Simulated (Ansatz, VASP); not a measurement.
# Two plane-wave programs on TePb

The input INCAR:

```
ALGO = Normal
EDIFF = 1E-6
ENCUT = 520
GGA = PE
ISIF = 2
ISMEAR = 0
LASPH = T
LCHARG = F
LREAL = F
LWAVE = F
NBANDS = 17
NELM = 80
PREC = Accurate
SIGMA = 0.02
```

The input KPOINTS:

```
k-points
0
Gamma
  8 8 8
```

Contents of POSCAR:

```
TePb
1.0
    0.0000000000      3.3504994557      3.3504994557
    3.3504994557      0.0000000000      3.3504994557
    3.3504994557      3.3504994557      0.0000000000
Te Pb
1 1
Direct
    0.5000000000      0.5000000000      0.5000000000
    0.0000000000      0.0000000000      0.0000000000
```

Input for Ansatz:

```yaml
crystal:
  lattice:
    - [0.0, 3.3504994563, 3.3504994563]
    - [3.3504994563, 0.0, 3.3504994563]
    - [3.3504994563, 3.3504994563, 0.0]
  atoms:
    - { symbol: Te, position: [0.5, 0.5, 0.5] }
    - { symbol: Pb, position: [0.0, 0.0, 0.0] }
basis:
  ecutwfc: 420
kpoints:
  mp_grid: { grid: [8, 8, 8] }
hamiltonian:
  xc: pbe
scf:
  occupations: { method: gaussian, width: 0.02 }
output:
  forces: true
  stress: true
  eigenvalues: true
  write_density: true
  write_potential: true
  elf: true
  volumetric_format: npy
```

Alike in both runs: task single point; functional PBE; k mesh 8 × 8 × 8; occupations gaussian, width 0.02 eV; no spin polarisation.

|  | VASP | Ansatz |
| --- | --- | --- |
| version | VASP 6.6.1 | Ansatz 0.2.0 |
| potentials or method | VASP PAW PBE potentials, release 64 (Te, Pb_d) | scalar-relativistic, plane waves, PAW |
| plane-wave cutoff (eV) | 520 | 420 |
| valence electrons in the cell | 20 | 30 |

Ansatz gave:

```
gap on the k mesh at the Fermi level (eV) : 0.92
least direct gap on the mesh (eV)         : 0.92
pressure (GPa)                            : -2.0
```

Which values does VASP return?

gap on the k mesh at the Fermi level (eV): 0.93; least direct gap on the mesh (eV): 0.93; pressure (GPa): -2.1.

The two sets of potentials don't hold the same shells in valence.

Caveats: spin-orbit coupling is left out, which as a rule narrows the gap of such compounds by several tenths of an eV. A k mesh can miss the band edges.
